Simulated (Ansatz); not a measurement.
Crystal: Sm.

```
CELL_PARAMETERS angstrom
-1.81730 1.81730 2.56099
1.81730 -1.81730 2.56099
1.81730 1.81730 -2.56099
ATOMIC_POSITIONS crystal
Sm 0.00000 0.00000 0.00000
```

This isn't the form of Sm at room conditions, which is rhombohedral.

Alike in all runs: program Ansatz 0.2.0; functional PBE; potentials or basis Ansatz PAW; cutoff 420 eV (not typed: the program's choice for these potentials); k mesh 10 × 10 × 10; occupations fermi-dirac, width 0.05 eV.

Starts and where they ended:

```tsv
start	free energy over the lowest (meV/atom)	net moment (μB)	site or absolute moments (μB)	gap
collinear spin, random start of up to 3.73 μB	0.0	-6.57	Sm -6.13	none (metal or under the smearing width)
no spin polarisation	4783.0	-	-	none (metal or under the smearing width)
collinear spin, ferromagnetic start of up to 5 μB	0.0	6.57	Sm +6.13	none (metal or under the smearing width)
```

Allowing spin polarisation gains 4783 meV/atom. A still lower state may exist.

Caveats: the magnetic or orbital state may not be the lowest (some runs); spin-orbit coupling is left out, which moves the levels of the heavy elements (some runs).
